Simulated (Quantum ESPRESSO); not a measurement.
# Moving the choice of potentials or basis in MgS

The cell as given:

```cif
data_structure
_symmetry_space_group_name_H-M 'Fm-3m'
_symmetry_Int_Tables_number 225
_cell_length_a 5.2033
_cell_length_b 5.2033
_cell_length_c 5.2033
_cell_angle_alpha 90.000
_cell_angle_beta 90.000
_cell_angle_gamma 90.000
_cell_volume 140.88
loop_
_atom_site_label
_atom_site_type_symbol
_atom_site_symmetry_multiplicity
_atom_site_Wyckoff_symbol
_atom_site_fract_x
_atom_site_fract_y
_atom_site_fract_z
_atom_site_occupancy
S1 S 4 b 0.50000 0.00000 0.00000 1
Mg1 Mg 4 a 0.00000 0.00000 0.00000 1
```

Kept alike: task relaxation of cell and atoms; functional LDA; k mesh 9 × 9 × 9; occupations fermi-dirac, width 0.05 eV; no spin polarisation. Program: Quantum ESPRESSO. Cutoffs run from 612 to 1143 eV. The mesh is that of the run's cell of 2 atoms. No spin-orbit coupling.

| choice of potentials or basis | volume (Å³/atom) |
| --- | --- |
| GBRV 1.5 LDA | 16.851 |
| PseudoDojo 0.4.1 SR LDA standard | 16.892 |
| PseudoDojo 0.4.1 SR LDA stringent | 16.892 |

The relaxations keep at least the cell's symmetry (Fm-3m). Relaxations stop with a little pressure left, so the last digits of a volume or edge aren't settled. Runs of this series that gave no sound value for these columns are left out.

Q: What does the choice of potentials or basis change here?

A: The volume runs from 16.851 (GBRV 1.5 LDA) to 16.892 Å³/atom (PseudoDojo 0.4.1 SR LDA standard; PseudoDojo 0.4.1 SR LDA stringent). Measured: 17.6 Å³/atom at 294.15 K (a printed reference work); nearest PseudoDojo 0.4.1 SR LDA standard; PseudoDojo 0.4.1 SR LDA stringent, 0.71 Å³/atom off. The runs are for a static lattice.
